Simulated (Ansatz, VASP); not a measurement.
**One calculation of Mg3Sb2, two programs**

```
Mg Sb
1.0
     4.58200    0.00000    0.00000
    -2.29100    3.96813    0.00000
     0.00000    0.00000    7.24400
Mg Sb
3 2
Cartesian
  0.0000 2.6454 4.5637
  2.2910 1.3227 2.6803
  0.0000 0.0000 0.0000
  0.0000 2.6454 1.7023
  2.2910 1.3227 5.5417
```

Alike in both runs: task single point; functional PBE; k mesh 6 × 6 × 4; occupations gaussian, width 0.1 eV; no spin polarisation.

```csv
,VASP,Ansatz
version,VASP 6.6.1,Ansatz 0.2.0
potentials or method,"VASP PAW PBE potentials, release 64 (Mg, Sb)","scalar-relativistic, plane waves, PAW"
plane-wave cutoff (eV),520,420
valence electrons in the cell,16,60
```

Ansatz gave:

* gap on the k mesh at the Fermi level (eV): 0.29
* least direct gap on the mesh (eV): 1.17
* pressure (GPa): 0.9
* largest component of the traceless stress (GPa): 0.42
* rms of the force components (eV/Å): 0.183

**Question.** Which values does VASP return?

**Answer.** gap on the k mesh at the Fermi level (eV): 0.26; least direct gap on the mesh (eV): 1.17; pressure (GPa): 1.0; largest component of the traceless stress (GPa): 0.43; rms of the force components (eV/Å): 0.189.

Atom by atom the forces differ by 0.007 eV/Å (rms over components). With one functional, cell and mesh, what is left measures potentials, basis and numerics. The two sets of potentials don't hold the same shells in valence.

Caveats: spin-orbit coupling is left out, which moves the levels of the heavy elements.
